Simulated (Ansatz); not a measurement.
# In: strong compression

One table from this session's results is given with a row withheld; the runs are named, their logs left out.

Computed with Ansatz 0.2.0 (DFT, PBE, PAW with Ansatz's default frozen-core files, scalar-relativistic, unless a step's input says otherwise).

**The starting structure**

It takes space group P6/mmm (No. 191, hexagonal). The conventional cell has a = 5.357 Å, b = 5.357 Å, c = 3.321 Å, α = 90.00°, β = 90.00°, γ = 120.00°. Around In (site symmetry 6/mmm) lie 14 In at 3.32 to 3.51 Å. In (site symmetry -6m2) has 11 In at 3.09 to 3.51 Å as nearest neighbours.

As a file:

```cif
data_structure
_symmetry_space_group_name_H-M 'P 1'
_symmetry_Int_Tables_number 1
_cell_length_a 5.3570
_cell_length_b 5.3570
_cell_length_c 3.3213
_cell_angle_alpha 90.000
_cell_angle_beta 90.000
_cell_angle_gamma 120.000
_cell_volume 82.55
loop_
_atom_site_label
_atom_site_type_symbol
_atom_site_fract_x
_atom_site_fract_y
_atom_site_fract_z
_atom_site_occupancy
In1 In 0.00000 0.00000 0.00000 1
In2 In 0.33333 0.66667 0.50000 1
In3 In 0.66667 0.33333 0.50000 1
```

Whether this phase is the stable one at these pressures isn't tested.

Atoms are numbered in the order of the input: In1, In2, In3.

Set-up of the first run:

Input file input.yaml:

```yaml
crystal:
  lattice:
    - [5.3570144383, 0.0, 0.0]
    - [-2.6785072192, 4.639310592, 0.0]
    - [0.0, 0.0, 3.3213489518]
  atoms:
    - { symbol: In, position: [0.0, 0.0, 0.0] }
    - { symbol: In, position: [0.3333333333, 0.6666666667, 0.5] }
    - { symbol: In, position: [0.6666666667, 0.3333333333, 0.5] }
kpoints:
  mp_grid: { grid: [8, 8, 10] }
scf:
  occupations: { method: fermi_dirac, width: 0.1 }
hamiltonian:
  xc: pbe
  pseudopotentials: { kind: paw }
output:
  forces: true
  stress: true
relax:
  f_tol: 0.005
  max_steps: 40
  cell: {}
```

Run with:

```sh
$ ansatz run input.yaml --threads 1 --pin off --max-ram 3072MiB --backend cpu --events-out ev --progress --plain --runs-dir out
```

Steps of the session up to this table: Cell relaxed at zero pressure, PAW; Volume scaled by 1, PAW; Shape and atoms relaxed at 0.9 of the volume, PAW; Volume scaled by 0.9, PAW; Shape and atoms relaxed at 0.7 of the volume, PAW; Volume scaled by 0.7, PAW; Shape and atoms relaxed at 0.5 of the volume, PAW; Volume scaled by 0.5, PAW; Shape and atoms relaxed at 0.4 of the volume, PAW; Volume scaled by 0.4, PAW; Volume scaled by 0.4, PAW (cutoff 800 eV).

One of the session's tables, all rows but one given; the rest of the session is left out.

```
             method  volume over the first  volume (Å³/atom)  pressure (GPa)
                PAW                      1            27.941            0.00
                PAW                    0.9            25.147            4.70
                PAW                    0.7            19.559           30.62
                PAW                    0.5            13.971          141.08
                PAW                    0.4            11.176          327.43
PAW (cutoff 800 eV)                    0.4                 ?               ?
```

Estimate the missing values for PAW (cutoff 800 eV), 0.4.

As computed: volume (Å³/atom): 11.176; pressure (GPa): 327.16.
